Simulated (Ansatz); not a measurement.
# C: the cost of one run

Method: DFT r2SCAN, scalar-relativistic, plane waves, PAW, in Ansatz 0.2.0.

### 1 The starting structure

It takes space group Fmmm (No. 69, orthorhombic). Conventional cell: a = 2.456 Å, b = 4.254 Å, c = 6.696 Å, α = 90.00°, β = 90.00°, γ = 90.00°. C (site symmetry m2m) is surrounded by 3 C at 1.42 Å.

Structure file:

```
C
1.0
     0.00000    2.12700    3.34800
     1.22800    0.00000    3.34800
     1.22800    2.12700    0.00000
C
2
Direct
  0.16667 0.83333 0.16667
  0.83333 0.16667 0.83333
```

No relaxation comes first: the listed cell is the starting point.

### 2 The reference cell

The reference gives a free energy of -503.3294 eV, pressure 0.44 GPa, largest force 0.029 eV/Å and gap on the mesh 0.38 eV. It was computed beforehand with the settings of the runs below.

### 3 Setting up an energy map of one atom

Atom 1 (C) is moved by p along (0.707, 0.707, 0.000) and q along (0.000, 0.000, 1.000) (Å), all else fixed; its images in the other cells move with it. Points alike by symmetry are run once.

### 4 p = -0.600, q = -0.600

File input.yaml:

```yaml
crystal:
  lattice:
    - [0.0, 2.127, 3.348]
    - [1.228, 0.0, 3.348]
    - [1.228, 2.127, 0.0]
  atoms:
    - { symbol: C, position: [0.1500772482, 0.6707112823, -0.0162031949] }
    - { symbol: C, position: [0.83333, 0.16667, 0.83333] }
basis:
  ecutwfc: 500
kpoints:
  mp_grid: { grid: [14, 14, 14] }
hamiltonian:
  xc: r2scan
scf:
  occupations: { method: gaussian, width: 0.05 }
output:
  forces: true
  stress: true
  eigenvalues: true
```

Launch:

```
> ansatz run input.yaml --threads 1 --pin off --max-ram 2560MiB --backend cpu --events-out ev --progress --plain --runs-dir out
```

What time and memory should one allow on 1 thread of Intel Xeon at 2.50GHz (Skylake/Cascade Lake), shared host?

About 73 s, with a peak of 0.62 GiB.
